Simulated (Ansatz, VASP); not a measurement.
# One calculation of Hg, two programs

INCAR

```
PREC = Accurate
ENCUT = 520
EDIFF = 1E-6
ISMEAR = -1
SIGMA = 0.05
LREAL = F
LASPH = T
NELM = 100
ALGO = Normal
ISIF = 2
LWAVE = F
LCHARG = F
GGA = PS
NBANDS = 25
```

File KPOINTS:

```
regular mesh
0
Gamma
  8 8 9
```

The input POSCAR:

```
Hg
1.0
    4.4946020006      0.0000000000      0.0000000000
   -2.2473010003      3.8924395124      0.0000000000
    0.0000000000      0.0000000000      3.8700000000
Hg
3
Direct
    0.3333333333      0.6666666667      0.5000000000
    0.0000000000      0.0000000000      0.0000000000
    0.6666666667      0.3333333333      0.5000000000
```

Input for Ansatz:

```yaml
crystal:
  lattice:
    - [4.4946020006, 0.0, 0.0]
    - [-2.2473010003, 3.8924395124, 0.0]
    - [0.0, 0.0, 3.87]
  atoms:
    - { symbol: Hg, position: [0.3333333333, 0.6666666667, 0.5] }
    - { symbol: Hg, position: [0.0, 0.0, 0.0] }
    - { symbol: Hg, position: [0.6666666667, 0.3333333333, 0.5] }
kpoints:
  mp_grid: { grid: [8, 8, 9] }
  band_path:
    path:
      - [0.0, 0.0, 0.0]
      - [0.5, 0.0, 0.0]
      - [0.3333333333, 0.3333333333, 0.0]
      - [0.0, 0.0, 0.0]
      - [0.0, 0.0, 0.5]
      - [0.5, 0.0, 0.5]
      - [0.3333333333, 0.3333333333, 0.5]
      - [0.0, 0.0, 0.5]
      - [0.5, 0.0, 0.5]
    npoints: 5
scf:
  occupations: { method: fermi_dirac, width: 0.05 }
hamiltonian:
  xc: pbesol
  pseudopotentials: { kind: all_electron, lapw: { basis_error: 0.0005 } }
output:
  forces: true
  stress: true
  eigenvalues: true
```

Change from the starting cell: equal xx and yy strain of -1 %.

Alike in both runs: task single point; functional PBEsol; k mesh 8 × 8 × 9; occupations fermi-dirac, width 0.05 eV; no spin polarisation.

|  | VASP | Ansatz |
| --- | --- | --- |
| version | VASP 6.6.1 | Ansatz 0.2.0 |
| potentials or method | VASP PAW PBE potentials, release 64 (Hg) | all-electron LAPW, scalar-relativistic |
| plane-wave cutoff (eV) | 520 | see its input |

|  | VASP | Ansatz | Ansatz less VASP |
| --- | --- | --- | --- |
| pressure (GPa) | 10.9 | 10.0 | -0.96 |
| largest component of the traceless stress (GPa) | 10.54 | 9.88 | -0.664 |

Ansatz ran all-electron here, so the differences hold the error of VASP's frozen core and of both bases.

Caveats: the PAW data sets were made with another functional, which shifts forces and pressure a little (VASP). Spin-orbit coupling is left out, which matters for the levels of Hg.
